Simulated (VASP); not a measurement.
The system is Te2Pt (Moncheite).

```xyz
3
Lattice="4.0100 0.0000 0.0000 -2.0050 3.4728 0.0000 0.0000 0.0000 5.2010" Properties=species:S:1:pos:R:3 pbc="T T T"
Te    0.0000    2.3152    1.3002
Te    2.0050    1.1576    3.9007
Pt    0.0000    0.0000    0.0000
```

```yaml
Program: VASP 6.6.1
Task: relaxation of cell and atoms
Functional: PBE
Dispersion: D3(BJ)
Potentials_or_basis: VASP PAW PBE potentials, release 64 (Te, Pt)
Cutoff: 600 eV
k_mesh: 12 × 12 × 7
Occupations: methfessel-paxton, width 0.1 eV
Spin: no spin polarisation
```

At the start: pressure 4.6 GPa; volume 24.14 Å³/atom.

**Question.** Where does the relaxation end?

**Answer.** Over 17 steps the energy falls by 33.0 meV/atom and the volume is 24.04 Å³/atom (-0.4 %); space group P-3m1 (No. 164, to 0.05 Å).

The path:
```tsv
step	energy change (eV)	largest force (eV/Å)	pressure (GPa)	volume (Å³)
1	0.0000	1.0590	4.61	72.43
2	0.0679	0.4419	-7.10	79.95
3	-0.0612	0.3603	-0.93	75.32
4	-0.0612	0.3729	-0.82	75.26
5	-0.0768	0.2706	-0.58	74.46
6	-0.0934	0.0018	0.34	72.36
7	-0.0961	0.1564	-0.75	72.56
8	-0.0965	0.1151	-0.48	72.51
9	-0.0982	0.0146	0.48	71.65
10	-0.0986	0.0442	0.24	71.91
11	-0.0986	0.0467	0.18	71.93
12	-0.0989	0.0410	-0.13	72.16
13	-0.0990	0.0422	-0.10	72.13
14	-0.0990	0.0093	0.12	72.05
15	-0.0991	0.0066	0.05	72.08
16	-0.0991	0.0082	0.04	72.08
17	-0.0991	0.0053	0.01	72.13
```

Final structure:
```
CELL_PARAMETERS angstrom
4.05189 0.00000 0.00000
-2.02595 3.50904 0.00000
0.00000 0.00000 5.07317
ATOMIC_POSITIONS crystal
Te 0.33333 0.66667 0.26786
Te 0.66667 0.33333 0.73214
Pt 0.00000 0.00000 0.00000
```

Caveat: pairwise dispersion overbinds metals, which lowers pressure and volume.
